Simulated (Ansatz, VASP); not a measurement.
## Rh in VASP and in Ansatz

```xyz
1
Lattice="0.0000 2.3016 1.4482 2.3016 0.0000 1.4482 2.3016 2.3016 0.0000" Properties=species:S:1:pos:R:3 pbc="T T T"
Rh    0.0000    0.0000    0.0000
```

Alike in both runs: task single point; functional LDA; k mesh 22 × 22 × 22; occupations gaussian, width 0.15 eV; no spin polarisation.

|  | VASP | Ansatz |
| --- | --- | --- |
| version | VASP 6.6.1 | Ansatz 0.2.0 |
| potentials or method | VASP PAW LDA potentials, release 64 (Rh_pv) | scalar-relativistic, plane waves, PAW |
| plane-wave cutoff (eV) | 520 | 420 |
| valence electrons in the cell | 15 | 17 |

|  | VASP | Ansatz | Ansatz less VASP |
| --- | --- | --- | --- |
| gap on the k mesh at the Fermi level (eV) | none | none | - |
| pressure (GPa) | -26.6 | -27.0 | -0.46 |
| largest component of the traceless stress (GPa) | 10.15 | 10.28 | +0.130 |

A gap of «none» marks a metal or a gap that the smearing closes. The two sets of potentials don't hold the same shells in valence. Ansatz warned: «pseudo_functional_mismatch».

Caveats: so large a pressure means that the cell lies far from this level's equilibrium, or that cutoff or potentials fall short (VASP).
